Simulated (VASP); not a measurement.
# BiTe (Fm-3m) in VASP: further runs

The runs below take BiTe through single point, electron localisation function, with PBE0+TS, rSCAN+D4, revTPSS+D3(BJ), LDA.

Program: VASP 6.6.1. These are calculated values, not measurements. Logs are shortened: lines on timing, memory, paths and dates and some standing lists are left out, and cuts for length are marked.

## 1. Starting point

It takes space group Fm-3m (No. 225, cubic). Conventional cell: a = 6.470 Å, b = 6.470 Å, c = 6.470 Å, α = 90.00°, β = 90.00°, γ = 90.00°. Bi (site symmetry m-3m) is surrounded by 6 Te at 3.23 Å. Te (site symmetry m-3m) has 6 Bi at 3.23 Å as nearest neighbours.

## 2. Single point, PBE0+TS (cell strained at random at fixed volume)

File POSCAR:

```
BiTe
4.5108
    0.005205063403      0.713913718187      0.700221468476
    0.705217699743     -0.012860689900      0.718287443469
    0.708214285714      0.734976279152     -0.015857497561
Bi Te
1 1
Direct
    0.0000000000      0.0000000000      0.0000000000
    0.5000000000      0.5000000000      0.5000000000
```

File INCAR.step1:

```
PREC = Accurate
ENCUT = 520
EDIFF = 1E-5
ISMEAR = 0
SIGMA = 0.05
LREAL = False
LASPH = True
NELM = 60
ALGO = Normal
ISIF = 2
LWAVE = True
LCHARG = False
GGA = PE
```

File INCAR.step2:

```
PREC = Accurate
ENCUT = 520
EDIFF = 1E-6
ISMEAR = 0
SIGMA = 0.05
LREAL = False
LASPH = True
NELM = 60
ALGO = Normal
ISIF = 2
LWAVE = False
LCHARG = False
GGA = PE
LHFCALC = True
AEXX = 0.25
PRECFOCK = Fast
HFRCUT = -1
IVDW = 2
ISTART = 1
```

File KPOINTS:

```
Automatic mesh
0
Gamma
  4 4 4
```

Potentials or basis: VASP PAW PBE potentials, release 64 (Bi_d, Te).

On the command line:

```
cat potpaw_PBE.64/Bi_d/POTCAR potpaw_PBE.64/Te/POTCAR > POTCAR
cp INCAR.step1 INCAR
mpirun -np 1 vasp_std > vasp.out
cp INCAR.step2 INCAR
mpirun -np 1 vasp_std > vasp.out
```

OUTCAR:

```text
PREC = Accurate
   ENCUT = 520
   EDIFF = 1E-6
   ISMEAR = 0
   LREAL = False
   LASPH = True
   NELM = 60
   ISIF = 2
   GGA = PE
   LHFCALC = True
   AEXX = 0.25
   PRECFOCK = Fast
   IVDW = 2
   ISTART = 1
  IVDW =   2

 ion  position               nearest neighbor table
   1  0.000  0.000  0.000-   2 3.18   2 3.18   2 3.24   2 3.24   2 3.30   2 3.30
   2  0.500  0.500  0.500-   1 3.18   1 3.18   1 3.24   1 3.24   1 3.30   1 3.30

  LATTYP: Found a triclinic cell.
 ALAT       =     4.5108225418
 B/A-ratio  =     2.4339738972
 C/A-ratio  =     1.0066896861
 COS(alpha) =     0.0001272287
 COS(beta)  =     0.4941389621
 COS(gamma) =     0.8156490041

  Lattice vectors:

 A1 = (   0.0234790000,   3.2203220000,   3.1585590000)
 A2 = (  -6.3052720000,   6.4036470000,   6.3071560000)
 A3 = (   3.1810960000,  -0.0580120000,   3.2400510000)

Analysis of symmetry for initial positions (statically):
=====================================================================
 Subroutine PRICEL returns:
 Original cell was already a primitive cell.

 Routine SETGRP: Setting up the symmetry group for a
 triclinic supercell.

 Subroutine GETGRP returns: Found  2 space group operations
 (whereof  2 operations were pure point group operations)
 out of a pool of  2 trial point group operations.

The static configuration has the point symmetry S_2 .

Analysis of symmetry for dynamics (positions and initial velocities):
=====================================================================
 Subroutine PRICEL returns:
 Original cell was already a primitive cell.

 Routine SETGRP: Setting up the symmetry group for a
 triclinic supercell.

 Subroutine GETGRP returns: Found  2 space group operations
 (whereof  2 operations were pure point group operations)
 out of a pool of  2 trial point group operations.

The dynamic configuration has the point symmetry S_2 .

 Subroutine INISYM returns: Found  2 space group operations
 (whereof  2 operations are pure point group operations),
 and found     1 'primitive' translations

----------------------------------------------------------------------------------------

                                     Primitive cell

  volume of cell :      67.7100

  direct lattice vectors                    reciprocal lattice vectors
     0.023479000  3.220322000  3.158559000    -0.158583509  0.156228775  0.158495194
     3.181096000 -0.058012000  3.240051000     0.158056649 -0.149048157  0.150787764
     3.194613000  3.315331000 -0.071530000     0.156804598  0.147269294 -0.151314623

  length of vectors
     4.510822542  4.540998529  4.604572553     0.273270719  0.264450765  0.263005783

  position of ions in fractional coordinates (direct lattice)
     0.000000000  0.000000000  0.000000000
     0.500000000  0.500000000  0.500000000

  ion indices of the primitive-cell ions
   primitive index   ion index
                 1           1
                 2           2

----------------------------------------------------------------------------------------

 KPOINTS: Automatic mesh

Automatic generation of k-mesh.
 Grid dimensions read from file:
 generate k-points for:    4    4    4

 Generating k-lattice:

  Cartesian coordinates                     Fractional coordinates (reciprocal lattice)
    -0.039645877  0.039057194  0.039623798     0.250000000  0.000000000 -0.000000000
     0.039514162 -0.037262039  0.037696941     0.000000000  0.250000000 -0.000000000
     0.039201150  0.036817324 -0.037828656    -0.000000000 -0.000000000  0.250000000

  Length of vectors
     0.068317680  0.066112691  0.065751446

  Shift w.r.t. Gamma in fractional coordinates (k-lattice)
     0.000000000  0.000000000  0.000000000

 Subroutine IBZKPT returns following result:
 ===========================================

 Found     36 irreducible k-points:

 Following reciprocal coordinates:
            Coordinates               Weight
  0.000000  0.000000  0.000000      1.000000
  0.250000 -0.000000  0.000000      2.000000
  0.500000 -0.000000  0.000000      1.000000
  0.000000  0.250000  0.000000      2.000000
  0.250000  0.250000  0.000000      2.000000
  0.500000  0.250000  0.000000      2.000000
[... 16 lines left out ...]
  0.000000 -0.250000  0.250000      2.000000
  0.250000 -0.250000  0.250000      2.000000
 [... further k-points ...]
   k-points           NKPTS =     36   k-points in BZ     NKDIM =     64   number of bands    NBANDS=     14
   number of dos      NEDOS =    301   number of ions     NIONS =      2
   total plane-waves  NPLWV =  46656
   dimension x,y,z NGX =    36 NGY =   36 NGZ =   36
   dimension x,y,z NGXF=    72 NGYF=   72 NGZF=   72
   ions per type =               1   1
   NGX,Y,Z   is equivalent  to a cutoff of  13.27, 13.18, 13.00 a.u.
   NGXF,Y,Z  is equivalent  to a cutoff of  26.54, 26.36, 26.00 a.u.
 SYSTEM =  unknown system
   PREC   = accura    normal or accurate (medium, high low for compatibility)
   ISTART =      1    job   : 0-new  1-cont  2-samecut
   ICHARG =      0    charge: 1-file 2-atom 10-const
   ISPIN  =      1    spin polarized calculation?
   LNONCOLLINEAR =      F non collinear calculations
   LSORBIT =      F    spin-orbit coupling
   LASPH  =      T    aspherical Exc in radial PAW
   ENCUT  =  520.0 eV  38.22 Ry    6.18 a.u.   8.39  8.44  8.56*2*pi/ulx,y,z
   NELM   =     60;   NELMIN=  2; NELMDL=  0     # of ELM steps
   EDIFF  = 0.1E-05   stopping-criterion for ELM
   LREAL  =      F    real-space projection
   EDIFFG = 0.1E-04   stopping-criterion for IOM
   NSW    =      0    number of steps for IOM
   IBRION =     -1    ionic relax: 0-MD 1-quasi-New 2-CG
   NFREE  =      0    steps in history (QN), initial steepest desc. (CG)
   ISIF   =      2    stress and relaxation
   ISYM   =      3    0-nonsym 1-usesym 2-fastsym
   POTIM  = 0.5000    time-step for ionic-motion
   TEBEG  =    0.0;   TEEND  =   0.0 temperature during run
   PSTRESS=    0.0 pullay stress
   NELECT =      21.0000    total number of electrons
   NUPDOWN=      -1.0000    fix difference up-down
   EMIN   =  10.00;   EMAX   =-10.00  energy-range for DOS
   EFERMI =   0.00;   METHOD = LEGACY
   ISMEAR =     0;   SIGMA  =   0.05  broadening in eV -4-tet -1-fermi 0-gaus
   EFERMI_NEDOS =   21; number of points for ismear=-14 and -15
   IALGO  =     38    algorithm
   IMIX   =      1    mixing-type and parameters
     AMIX     =   0.40;   BMIX     =  1.00
     AMIX_MAG =   1.60;   BMIX_MAG =  1.00
  volume/ion in A,a.u.               =      33.86       228.46
  Fermi-wavevector in a.u.,A,eV,Ry     =   1.108146  2.094092 16.707783  1.227987
  Thomas-Fermi vector in A             =   2.244669
   LORBIT       =      0    0 simple, 1 ext, 2 COOP (PROOUT), +10 PAW based schemes
   GGA     = PE    functional components
   LHFCALC =     T    Hartree Fock is set to
   PRECFOCK=fast      Normal, Fast or Accurate (Low or Medium for compatibility)
   ENCUT4O =  -1.0   cutoff for four orbital integrals eV
   NKREDX  =     1    reduce k-point grid by
   NKREDY  =     1    reduce k-point grid by
   NKREDZ  =     1    reduce k-point grid by
   AEXX    =    0.2500 exact exchange contribution
   HFSCREEN=    0.0000 screening length (either q_TF or 0.3 A-1)
   HFSCREENC=   0.0000 screening length for correlation (either q_TF or 0.3 A-1)
   ENCUTFOCK=  -1.0 apply spherical cutoff to Coloumb kernel
   IVDW    =     2    specifies the selected vdW correction
   LEPSILON=     F    determine dielectric tensor
   LRPA    =     F    only Hartree local field effects (RPA)
 non-spin polarized calculation
 Gauss-broadening in eV      SIGMA  =   0.05
  energy-cutoff  :      520.00
  volume of cell :       67.71
 maximum number of plane-waves:      1844
 NGX is ok and might be reduce to    36
  NGX = 20; NGY = 20; NGZ = 20

 number of electron      21.0000000 magnetization

 Free energy of the ion-electron system (eV)
  ---------------------------------------------------
  ext. energy  EPLUGINS =         0.00000000
  ---------------------------------------------------
  free energy    TOTEN  =        -9.62145854 eV

  energy without entropy =       -9.62145854  energy(sigma->0) =       -9.62145854

 E-fermi :   6.6062     XC(G=0):  -7.4818

 val. band max:        6.3067253503   @ k =  -0.2500   0.0000   0.2500
 cond. band min:       6.8456287370   @ k =   0.2500   0.5000   0.2500
 fundamental gap:      0.5389033867
 Fermi energy:         6.6061945925

 k-point     1 :       0.0000    0.0000    0.0000
  band No.  band energies     occupation
      1     -19.2531      2.00000
      2     -19.2409      2.00000
      3     -19.2334      2.00000
      4     -19.2203      2.00000
      5     -19.2150      2.00000
      6      -8.9548      2.00000
      7      -2.6824      2.00000
      8       2.8758      2.00000
      9       3.0755      2.00000
     10       3.5776      2.00000
     11       9.0457      0.00000
     12       9.5305      0.00000
     13       9.9586      0.00000
     14      11.5829      0.00000

 k-point     2 :       0.2500   -0.0000    0.0000
  band No.  band energies     occupation
      1     -19.2548      2.00000
      2     -19.2380      2.00000
      3     -19.2340      2.00000
      4     -19.2172      2.00000
      5     -19.2129      2.00000
      6      -8.2225      2.00000
      7      -4.0539      2.00000
      8       3.2632      2.00000
      9       3.3230      2.00000
     10       3.7924      2.00000
     11       7.0031      0.00000
     12       7.4414      0.00000
     13       7.8353      0.00000
     14      12.1807      0.00000
[... 343 lines left out ...]
      1     -19.2576      2.00000
      2     -19.2365      2.00000
      3     -19.2320      2.00000
      4     -19.2181      2.00000
      5     -19.2126      2.00000
      6      -7.4311      2.00000
      7      -5.1366      2.00000
      8       1.0072      2.00000
      9       3.7611      2.00000
     10       3.9767      2.00000
     11       6.9596      0.00000
     12       7.0960      0.00000
     13      10.9466      0.00000
     14      12.8309      0.00000

 k-point    24 :       0.2500   -0.2500    0.2500
  band No.  band energies     occupation
      1     -19.2565      2.00000
      2     -19.2337      2.00000
      3     -19.2311      2.00000
      4     -19.2234      2.00000
      5     -19.2081      2.00000
      6      -7.0690      2.00000
      7      -5.3585      2.00000
      8       1.0850      2.00000
      9       2.2942      2.00000
     10       2.5626      2.00000
     11       8.7177      0.00000
     12       8.8801      0.00000
     13       9.8626      0.00000
     14      11.3492      0.00000

 [... further k-points ...]

------------------------ aborting loop because EDIFF is reached ----------------------------------------

  Hirshfeld charges:
            ion         q(e)
   ------------------------------
      1     Bi       0.10879405
      2     Te      -0.10879405

  Tkatchenko/Scheffler method for vdW energy calculation

  Number of pair interactions contributing to vdW energy:   23176

  Edisp (eV):   -0.51158

  FORCE on cell =-STRESS in cart. coord.  units (eV):
  Direction    XX          YY          ZZ          XY          YZ          ZX
  --------------------------------------------------------------------------------------
  -------------------------------------------------------------------------------------
  Total      -0.19118    -1.99596    -1.07062    -0.11959    -0.12817     0.23137
  in kB      -4.52384   -47.22915   -25.33344    -2.82978    -3.03269     5.47477
  external pressure =      -25.70 kB  Pullay stress =        0.00 kB

 VOLUME and BASIS-vectors are now :
 -----------------------------------------------------------------------------
  energy-cutoff  :      520.00
  volume of cell :       67.71
      direct lattice vectors                 reciprocal lattice vectors
     0.023479000  3.220322000  3.158559000    -0.158583509  0.156228775  0.158495194
     3.181096000 -0.058012000  3.240051000     0.158056649 -0.149048157  0.150787764
     3.194613000  3.315331000 -0.071530000     0.156804598  0.147269294 -0.151314623

 POSITION                                       TOTAL-FORCE (eV/Angst)
 -----------------------------------------------------------------------------------
      0.00000      0.00000      0.00000         0.000000      0.000000      0.000000
      3.19959      3.23882      3.16354        -0.000000      0.000000     -0.000000
 -----------------------------------------------------------------------------------
    total drift:                                0.000001      0.000000     -0.000000

  FREE ENERGIE OF THE ION-ELECTRON SYSTEM (eV)
  ---------------------------------------------------
  free  energy   TOTEN  =       -10.1330358329 eV

  energy  without entropy=      -10.1330358329  energy(sigma->0) =      -10.13303583
```

Run time: 22 min. Hardware: 1 thread of Intel Xeon Platinum 8488C (Sapphire Rapids), shared host; peak memory 0.24 GiB.

What came out:

| Property | Result |
| --- | --- |
| Free energy | -10.1330 eV |
| Pressure | -2.6 GPa |
| Band gap on the k mesh | none (metal or under the smearing width) |
| Hirshfeld charges | Bi +0.11; Te -0.11 e |
| Dispersion energy per atom | -0.256 eV |

Caveat: the k mesh is coarse (spacing up to 0.43 Å⁻¹), so the values aren't converged, least of all with exact exchange; atom-pairwise D2, TS and ULG terms overbind metals; the PAW data sets were made with another functional, which shifts forces and pressure a little; spin-orbit coupling is left out, which moves the levels of the heavy elements; pairwise dispersion overbinds metals, which lowers pressure and volume.

(Part 1 of 2 ends here.)
